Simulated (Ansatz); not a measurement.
Phase order of Pb (with spin–orbit coupling)

Structure types of Pb are relaxed in primitive cells with their symmetry kept at 0 GPa, first on PAW files, then by LAPW. The enthalpy is E + pV at zero temperature, without zero-point motion. Only the types listed were tried, and differences under about 5 meV/atom are mesh noise.

All numbers are PBE results (with spin–orbit coupling) from Ansatz 0.2.0, with Fermi–Dirac smearing of 0.05 eV, no spin polarisation. Methods: LAPW: all electrons, basis error target 0.5 meV/atom; PAW: frozen-core files, cutoff 420 eV.

k meshes: fcc 14×14×14, bcc 15×15×15, hcp 13×13×7, sc 13×13×13, diamond 11×11×11.

```
start type         ends as          a, b, c (Å)  V (Å³/atom)  H − H(lowest), LAPW (meV/atom)
       fcc      fcc, Fm-3m  5.043, 5.043, 5.043        32.06                             0.0
       bcc      bcc, Im-3m  4.004, 4.004, 4.004        32.09                               ?
       hcp   hcp, P6_3/mmc  3.534, 3.534, 5.952        32.19                            14.0
        sc       sc, Pm-3m  3.265, 3.265, 3.265        34.80                           110.7
   diamond  diamond, Fd-3m  7.102, 7.102, 7.102        44.77                               ?
```

Problem. Give the missing entry: row "bcc", column "H − H(lowest), LAPW (meV/atom)".

Solution. 31.2.

Problem. Give the missing entry: row "diamond", column "H − H(lowest), LAPW (meV/atom)".

Solution. 164.1.
